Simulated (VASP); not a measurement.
Pt: band structure with RPBE

Pt:

```
CELL_PARAMETERS angstrom
-1.58422 1.58422 1.58422
1.58422 -1.58422 1.58422
1.58422 1.58422 -1.58422
ATOMIC_POSITIONS crystal
Pt 0.00000 0.00000 0.00000
```

This isn't the form of Pt at room conditions, which is fcc.

```
Program                : VASP 6.6.1
Task                   : band structure
Functional             : RPBE
Potentials or basis    : VASP PAW PBE potentials, release 64 (Pt)
Cutoff                 : 520 eV
k mesh                 : 12 × 12 × 12
Occupations            : fermi-dirac, width 0.05 eV
Spin                   : no spin polarisation
Further INCAR settings : ALGO = Normal; EDIFF = 1e-06
```

The band gap along the path is none (metal or under the smearing width).

Levels at the corners of the path, in eV from the Fermi level:
| point | band 2 | band 3 | band 4 | band 5 | band 6 | band 7 | band 8 | band 9 |
| --- | --- | --- | --- | --- | --- | --- | --- | --- |
| Γ | -3.36 | -3.36 | -3.36 | -0.92 | -0.92 | 17.16 | 17.16 | 17.16 |
| H | -5.93 | 0.59 | 0.59 | 0.59 | 7.75 | 7.75 | 7.75 | 12.82 |
| H | -5.93 | 0.59 | 0.59 | 0.59 | 7.75 | 7.75 | 7.75 | 12.82 |
| N | -4.77 | -1.10 | -0.61 | 0.38 | 1.10 | 6.34 | 13.34 | 15.90 |
| N | -4.77 | -1.10 | -0.61 | 0.38 | 1.10 | 6.34 | 13.34 | 15.90 |
| Γ | -3.36 | -3.36 | -3.36 | -0.92 | -0.92 | 17.16 | 17.16 | 17.16 |
| Γ | -3.36 | -3.36 | -3.36 | -0.92 | -0.92 | 17.16 | 17.16 | 17.16 |
| P | -4.15 | -4.15 | -0.54 | -0.54 | 4.87 | 9.44 | 9.44 | 9.44 |
| P | -4.15 | -4.15 | -0.54 | -0.54 | 4.87 | 9.44 | 9.44 | 9.44 |
| H | -5.93 | 0.59 | 0.59 | 0.59 | 7.75 | 7.75 | 7.75 | 12.82 |
| P | -4.15 | -4.15 | -0.54 | -0.54 | 4.87 | 9.44 | 9.44 | 9.44 |
| N | -4.77 | -1.10 | -0.61 | 0.38 | 1.10 | 6.34 | 13.34 | 15.90 |

It took 12 s on 1 thread of Intel(R) Xeon(R) 6975P-C (Granite Rapids), with other jobs on the host, peak memory 0.13 GiB.

Caveat: the log is that of the step along the path at fixed density, whose energy, stress, charges and moments have no meaning; spin-orbit coupling is left out, which moves the levels of the heavy elements.
